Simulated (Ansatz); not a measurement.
## Straining WS2

These are results of DFT PBE+D3(BJ), scalar-relativistic, plane waves, PAW in Ansatz 0.2.0, not measurements. Settings: 420 eV cutoff, 12×12×4 k-mesh, Gaussian smearing of 0.02 eV, no spin polarisation.

Starting point, cell and atoms relaxed:

```yaml
crystal:
  lattice:
    - [3.15416, 0.00000, 0.00000]
    - [-1.57708, 2.73158, 0.00000]
    - [0.00000, 0.00000, 12.14547]
  atoms:
    - { symbol: W, position: [0.33333, 0.66667, 0.75002] }
    - { symbol: W, position: [0.66667, 0.33333, 0.24998] }
    - { symbol: S, position: [0.33333, 0.66667, 0.12032] }
    - { symbol: S, position: [0.66667, 0.33333, 0.62037] }
    - { symbol: S, position: [0.33333, 0.66667, 0.37963] }
    - { symbol: S, position: [0.66667, 0.33333, 0.87968] }
```

Deformation: all cell vectors scaled alike, the atoms relaxed, all within the symmetry that the strain leaves. Energies are extrapolated to zero smearing. Gaps are Kohn–Sham gaps over the whole zone.

Spin-orbit coupling is left out, which matters for the bands and energies of heavy elements.

```
strain (%)  ΔE (meV/atom) a (Å) b (Å) c (Å) gap (eV)
      -3.0           38.7  3.060  3.060  11.781      0.66
      -2.0           16.6  3.091  3.091  11.903      0.74
      -1.0            4.0  3.123  3.123  12.024      0.82
      +0.0            0.0  3.154  3.154  12.145      0.88
      +1.0            3.8  3.186  3.186  12.267      0.94
      +2.0           14.8  3.217  3.217  12.388      0.94
      +3.0           32.2  3.249  3.249  12.510      0.78
```

What stiffness (1/V) d²E/dε² at zero strain does a cubic fit over all points give?

A cubic fit gives (1/V) d²E/dε² = 724 GPa at zero strain (nine times the bulk modulus at fixed shape).

How fast does the gap move with strain on either side?

66 meV per percent on the compressed side and 56 meV per percent on the stretched side; it is indirect at -1.0 %, indirect at zero and indirect at +1.0 %.